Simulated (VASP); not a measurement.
A run of VASP 6.6.1:

Contents of POSCAR:

```
Si
1.0
    2.6205428149      0.0000000000      0.0000000000
   -1.3102714075      2.2694566494      0.0000000000
    0.0000000000      0.0000000000      2.4663543900
Si
1
Direct
    0.0000000000      0.0000000000      0.0000000000
```

The input INCAR.step1:

```
PREC = Accurate
ENCUT = 520
EDIFF = 1E-5
ISMEAR = -1
SIGMA = 0.05
LREAL = False
LASPH = True
NELM = 100
ALGO = Normal
ISIF = 2
LWAVE = True
LCHARG = False
GGA = PE
```

INCAR.step2

```
PREC = Accurate
ENCUT = 520
EDIFF = 1E-7
ISMEAR = -1
SIGMA = 0.05
LREAL = False
LASPH = True
NELM = 100
ALGO = Normal
ISIF = 2
LWAVE = False
LCHARG = False
METAGGA = R2SCAN
LHFCALC = True
AEXX = 0.5
LMIXTAU = True
PRECFOCK = Normal
ISTART = 1
HFRCUT = -1
```

The input KPOINTS:

```
regular mesh
0
Gamma
  6 6 6
```

Contents of KPOINTS_OPT:

```
path GMKGALHA,LM,KH
8
line-mode
reciprocal
 0.0000000000  0.0000000000  0.0000000000  G
 0.5000000000  0.0000000000  0.0000000000  M

 0.5000000000  0.0000000000  0.0000000000  M
 0.3333333333  0.3333333333  0.0000000000  K

 0.3333333333  0.3333333333  0.0000000000  K
 0.0000000000  0.0000000000  0.0000000000  G

 0.0000000000  0.0000000000  0.0000000000  G
 0.0000000000  0.0000000000  0.5000000000  A

 0.0000000000  0.0000000000  0.5000000000  A
 0.5000000000  0.0000000000  0.5000000000  L

 0.5000000000  0.0000000000  0.5000000000  L
 0.3333333333  0.3333333333  0.5000000000  H

 0.3333333333  0.3333333333  0.5000000000  H
 0.0000000000  0.0000000000  0.5000000000  A

 0.5000000000  0.0000000000  0.5000000000  L
 0.5000000000  0.0000000000  0.0000000000  M

 0.3333333333  0.3333333333  0.0000000000  K
 0.3333333333  0.3333333333  0.5000000000  H
```

Potentials or basis: VASP PAW PBE potentials, release 64 (Si).

Launch:

```sh
$ cat potpaw_PBE.64/Si/POTCAR > POTCAR
$ cp INCAR.step1 INCAR
$ mpirun -np 1 vasp_std > vasp.out
$ cp INCAR.step2 INCAR
$ mpirun -np 1 vasp_std > vasp.out
```

Hardware: 1 thread of Intel(R) Xeon(R) 6975P-C (Granite Rapids), with other jobs on the host.

**Question.** How long does it take, and how much memory?

**Answer.** Run time: 3.1 min on 1 thread of Intel(R) Xeon(R) 6975P-C (Granite Rapids) (shared host), peak memory 0.14 GiB. Counts: scf iterations 38, k points 28.
